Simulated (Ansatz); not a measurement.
`C/C=N/C(C)=O` + H₂O → `CC(=O)O` + `CC=N` at 600 K and 1 bar (formal hydrolysis of a C–N bond).

Isolated molecules relaxed with PBE0-D4/def2-TZVP in Ansatz; ΔE leaves out vibrations. CCSD(T)/CBS is the MP2 limit (def2-TZVPP, def2-QZVPP) plus CCSD(T) − MP2 in def2-TZVPP, frozen cores. This one scheme is used for every species. One conformer a species, not always the lowest.

| species | CCSD(T)/CBS energy (Eh) | H − E (kJ/mol) | S (J/(mol·K)) |
| --- | --- | --- | --- |
| `C/C=N/C(C)=O` | -286.28217 | 342.6 | 447.3 |
| H₂O | -76.37941 | 76.8 | 212.8 |
| `CC(=O)O` | -228.87529 | 204.1 | 348.2 |
| `CC=N` | -133.79309 | 216.6 | 315.6 |

H − E and S are ideal-gas, rigid-rotor, harmonic terms from PBE0-D4/def2-TZVP, for one conformer and one mirror image of each species. 1 Eh = 2625.50 kJ/mol, R = 8.31446 J/(mol·K).

Task: By hand: ΔE, ΔH, ΔS and ΔG.

Result: ΔE = (-228.87529) + (-133.79309) − (-286.28217) − (-76.37941) = -0.00680 Eh = -17.9 kJ/mol. Δ(H − E) = 204.1 + 216.6 − 342.6 − 76.8 = 1.3, so ΔH = -16.6 kJ/mol. ΔS = 348.2 + 315.6 − 447.3 − 212.8 = 3.7 J/(mol·K). ΔG = -16.6 − 600 × (3.7)/1000 = -18.8 kJ/mol.

Task: By hand: the equilibrium constant, and the temperature at which ΔG would vanish if ΔH and ΔS stayed fixed.

Result: log₁₀ K = −ΔG/(RT ln 10) = 1.6. ΔH and −TΔS have one sign here, so there is no such temperature. One of them is within its doubt of zero, so this could turn.

The number of gas molecules stays the same, so ΔS is small and ΔH decides. A doubt of 5 kJ/mol in ΔE shifts log₁₀ K by 0.4 here. Other conformers and mirror images would add mixing entropy, several J/(mol·K) or more a flexible species. These are equilibria of isolated gas molecules and say nothing of rates. Largest T1 diagnostic: 0.015 (customary marks: 0.02 for closed shells, 0.045 for open ones).
